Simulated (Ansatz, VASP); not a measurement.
**Rh in VASP and in Ansatz**

```
Rh
1.0
     1.34415    2.32814    0.00000
    -1.34415    2.32814    0.00000
     0.00000    0.00000    4.24734
Rh
2
Cartesian
  0.0000 1.5521 1.0618
  0.0000 3.1042 3.1855
```

The cell was built by a generator and needn't be a form met in nature.

Alike in both runs: task single point; functional r2SCAN; k mesh 8 × 8 × 4; no spin polarisation.

```csv
,VASP,Ansatz
version,VASP 6.6.1,Ansatz 0.2.0
potentials or method,"VASP PAW PBE potentials, release 64 (Rh_pv)",PAW plane waves
plane-wave cutoff (eV),520,500
occupations,"fermi-dirac, width 0.1 eV",fermi-dirac
valence electrons in the cell,30,34
```

Ansatz gave:

* gap on the k mesh at the Fermi level (eV): none
* pressure (GPa): 11.4
* largest component of the traceless stress (GPa): 3.65

Task: Which values does VASP return?

Result: gap on the k mesh at the Fermi level (eV): none; pressure (GPa): 13.0; largest component of the traceless stress (GPa): 3.75.

A gap of «none» marks a metal or a gap that the smearing closes. The two sets of potentials don't hold the same shells in valence.

Caveats: the k mesh is coarse (spacing up to 0.37 Å⁻¹), so the values aren't converged; the PAW data sets were made with another functional, which shifts forces and pressure a little (VASP).
